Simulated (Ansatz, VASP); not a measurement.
# Te: VASP beside Ansatz

The input INCAR:

```
SYSTEM = Te
ALGO = Normal ; EDIFF = 1E-6
ENCUT = 520 ; GGA = PS
GGA_COMPAT = .False. ; ISIF = 2
ISMEAR = -1 ; LASPH = .True.
LCHARG = .True. ; LORBIT = 11
LORBMOM = .True. ; LREAL = .False.
LSORBIT = .True. ; LVHAR = .True.
LWAVE = .False. ; MAGMOM = 0 0 0
NBANDS = 17 ; NELM = 150
PREC = Accurate ; SIGMA = 0.05
```

KPOINTS

```
k-points
0
Gamma
  9 9 9
  0 0 0
```

The input POSCAR:

```
Te
1.0
    2.3059043427      1.3313144930      1.6909537039
   -2.3059043427      1.3313144930      1.6909537039
    0.0000000000     -2.6626289860      1.6909537039
Te
1
Direct
    0.5000000000      0.5000000000      0.5000000000
```

The input input.yaml:

```yaml
crystal:
  lattice:
    - [2.3059043427, 1.331314493, 1.6909537039]
    - [-2.3059043427, 1.331314493, 1.6909537039]
    - [0.0, -2.662628986, 1.6909537039]
  atoms:
    - { symbol: Te, position: [0.5, 0.5, 0.5] }
hamiltonian:
  xc: pbesol
  pseudopotentials: { kind: paw_fr }
magnetization:
  noncollinear: true
  spin_orbit: true
kpoints:
  mp_grid: { grid: [9, 9, 9] }
  band_path:
    path:
      - [0.0, 0.0, 0.0]
      - [0.4677709699, -0.5322290301, 0.4677709699]
      - [0.5, -0.5, 0.5]
      - [0.4355419398, 0.4355419398, 0.4355419398]
      - [0.0, 0.0, 0.0]
      - [0.5, -0.5, 0.0]
      - [0.5322290301, -0.4677709699, -0.4677709699]
      - [0.5644580602, -0.4355419398, -0.4355419398]
      - [0.5, 0.0, 0.0]
      - [0.5, -0.5, 0.5]
    npoints: 14
scf:
  occupations: { method: fermi_dirac, width: 0.05 }
  n_extra_bands: 6
output:
  forces: true
  stress: true
  eigenvalues: true
  fatbands: false
```

This isn't the form of Te at room conditions, which is trigonal, of chains.

Alike in both runs: functional PBEsol; k mesh 9 × 9 × 9; occupations fermi-dirac, width 0.05 eV; non-collinear spin, spin-orbit coupling.

|  | VASP | Ansatz |
| --- | --- | --- |
| version | VASP 6.6.1 | Ansatz 0.2.0 |
| potentials or method | VASP PAW PBE potentials, release 64 (Te) | Ansatz PAW |
| plane-wave cutoff (eV) | 520 | 420 |
| valence electrons in the cell | 6 | 16 |
| task | single point | band structure |

```tsv
	VASP	Ansatz	Ansatz less VASP
gap on the k mesh at the Fermi level (eV)	none	none	-
pressure (GPa)	0.3	0.3	-0.03
net moment per atom (μB)	0.00	0.00	0.000
```

A gap of «none» marks a metal or a gap that the smearing closes. The two sets of potentials don't hold the same shells in valence.

Caveats: the PAW data sets were made with another functional, which shifts forces and pressure a little (VASP); the PAW data sets come from PBE, with cores solved anew for the run's functional, which leaves a small shift of forces and pressure (Ansatz).
